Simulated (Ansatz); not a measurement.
**HfN: response to strain**

HfN is deformed so: equal xy, yz and zx engineering shear strains of +1 %. What stress and forces result, by LAPW, PAW and all-electron datasets made for the crystal?

Computed with Ansatz 0.2.0 (DFT PBE, scalar-relativistic, unless a step's input says otherwise).

## (1) The starting structure

It takes space group Fm-3m (No. 225, cubic). Conventional cell: a = 4.518 Å, b = 4.518 Å, c = 4.518 Å, α = 90.00°, β = 90.00°, γ = 90.00°. Hf (site symmetry m-3m) is surrounded by 6 N at 2.26 Å. Around N (site symmetry m-3m) lie 6 Hf at 2.26 Å.

Coordinates:

```cif
data_structure
_symmetry_space_group_name_H-M 'P 1'
_symmetry_Int_Tables_number 1
_cell_length_a 3.1947
_cell_length_b 3.1947
_cell_length_c 3.1947
_cell_angle_alpha 60.000
_cell_angle_beta 60.000
_cell_angle_gamma 60.000
_cell_volume 23.06
loop_
_atom_site_label
_atom_site_type_symbol
_atom_site_fract_x
_atom_site_fract_y
_atom_site_fract_z
_atom_site_occupancy
Hf1 Hf 0.00000 0.00000 0.00000 1
N1 N 0.50000 0.50000 0.50000 1
```

Atoms are numbered in the order of the input: Hf1, N2.

## (2) The deformed structure

Space group Fm-3m before, R-3m after.

## (3) All-electron LAPW

input.yaml reads:

```yaml
crystal:
  lattice:
    - [0.02259, 2.270295, 2.270295]
    - [2.270295, 0.02259, 2.270295]
    - [2.270295, 2.270295, 0.02259]
  atoms:
    - { symbol: Hf, position: [0.0, 0.0, 0.0] }
    - { symbol: "N", position: [0.5, 0.5, 0.5] }
kpoints:
  mp_grid: { grid: [10, 10, 10] }
  band_path:
    path:
      - [0.0, 0.0, 0.0]
      - [0.5, 0.5, 0.5]
      - [0.247543133, 0.5, 0.752456867]
      - [-0.247543133, 0.247543133, 0.5]
      - [0.0, 0.0, 0.5]
      - [0.0, 0.0, 0.0]
      - [-0.3737715665, 0.0, 0.3737715665]
      - [0.0, 0.3737715665, 0.6262284335]
      - [0.0, 0.5, 0.5]
    npoints: 5
scf:
  occupations: { method: fermi_dirac, width: 0.03 }
hamiltonian:
  xc: pbe
  pseudopotentials: { kind: all_electron, lapw: { basis_error: 0.001 } }
output:
  forces: true
  stress: true
  eigenvalues: true
```

Run with:

```console
$ ansatz run input.yaml --threads 1 --pin off --max-ram 3072MiB --backend cpu --events-out ev --progress --plain --runs-dir out
```

## (4) Frozen-core PAW

input.yaml reads:

```yaml
crystal:
  lattice:
    - [0.02259, 2.270295, 2.270295]
    - [2.270295, 0.02259, 2.270295]
    - [2.270295, 2.270295, 0.02259]
  atoms:
    - { symbol: Hf, position: [0.0, 0.0, 0.0] }
    - { symbol: "N", position: [0.5, 0.5, 0.5] }
kpoints:
  mp_grid: { grid: [10, 10, 10] }
scf:
  occupations: { method: fermi_dirac, width: 0.03 }
hamiltonian:
  xc: pbe
  pseudopotentials: { kind: paw }
output:
  forces: true
  stress: true
  eigenvalues: true
  efg: { contact_densities: true }
  write_density: true
  write_potential: true
  elf: true
  volumetric_format: npy
```

## (5) Datasets made for this crystal

Changes to input.yaml since step 4:

```diff
@@ -14,3 +14,3 @@
   xc: pbe
-  pseudopotentials: { kind: paw }
+  pseudopotentials: { kind: all_electron, datasets: crystal }
 output:
@@ -20,5 +20 @@
   efg: { contact_densities: true }
-  write_density: true
-  write_potential: true
-  elf: true
-  volumetric_format: npy
```

(Steps that only read results are left out.)

Q: Predict the outcome of this session. Wanted: pressure; largest shear or deviatoric stress.

As calculated:

| quantity | value |
| --- | --- |
| pressure | LAPW 5.52, PAW 5.46, crystal datasets 5.52 GPa |
| largest shear or deviatoric stress (LAPW) | 1.01 GPa |

**Reading.** The largest part of the stress beyond the pressure is 1.01 GPa in size; the atoms are carried along and not relaxed. No run of the undeformed cell stands beside it, so the pressure holds what the given cell had before the change. PAW: stress within 0.06 GPa of LAPW. Crystal datasets: stress within 0.01 GPa of LAPW. Spin-orbit coupling is left out, though the cell holds Hf; in elements this heavy it can shift bands and gaps by tenths of an eV. HfN has an odd count of electrons, so a run without spin can force a false metal and spoil its energy.
